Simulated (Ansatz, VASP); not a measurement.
## Ti: VASP beside Ansatz

The input INCAR:

```
  ALGO = Fast
  EDIFF = 1E-7
  ENCUT = 520
  GGA = PS
  ISIF = 2
  ISMEAR = 0
  LASPH = T
  LCHARG = F
  LREAL = F
  LWAVE = F
  NBANDS = 12
  NELM = 60
  PREC = Accurate
  SIGMA = 0.15
```

File KPOINTS:

```
k-points
0
Gamma
  20 20 20
```

POSCAR

```
Ti
1.0
    0.0000000000      1.9995500000      2.0300000000
    1.9995500000      0.0000000000      2.0300000000
    1.9995500000      1.9995500000      0.0000000000
Ti
1
Direct
    0.0000000000      0.0000000000      0.0000000000
```

Input for Ansatz:

```yaml
crystal:
  lattice:
    - [0.0, 1.99955, 2.03]
    - [1.99955, 0.0, 2.03]
    - [1.99955, 1.99955, 0.0]
  atoms:
    - { symbol: Ti, position: [0.0, 0.0, 0.0] }
basis:
  ecutwfc: 420
kpoints:
  mp_grid: { grid: [20, 20, 20] }
hamiltonian:
  xc: pbesol
scf:
  occupations: { method: gaussian, width: 0.15 }
output:
  forces: true
  stress: true
  eigenvalues: true
```

Change from the starting cell: strain -0.015 along x and y, +0.000 along z, atoms carried along.

Alike in both runs: task single point; functional PBEsol; k mesh 20 × 20 × 20; occupations gaussian, width 0.15 eV; no spin polarisation.

```csv
,VASP,Ansatz
version,VASP 6.6.1,Ansatz 0.2.0
potentials or method,"VASP PAW PBE potentials, release 64 (Ti_sv)","scalar-relativistic, plane waves, PAW"
plane-wave cutoff (eV),520,420
valence electrons in the cell,12,12
```

Ansatz gave:

| Property | Result |
| --- | --- |
| gap on the k mesh at the Fermi level (eV) | none |
| pressure (GPa) | 3.3 |
| largest component of the traceless stress (GPa) | 0.37 |

Task: What did VASP give for the same quantities?

Result: gap on the k mesh at the Fermi level (eV): none; pressure (GPa): 3.0; largest component of the traceless stress (GPa): 0.37.

A gap of «none» marks a metal or a gap that the smearing closes. The functional is the same, so the differences come from potentials, cutoffs and numerics.

Caveats: the PAW data sets were made with another functional, which shifts forces and pressure a little (VASP).
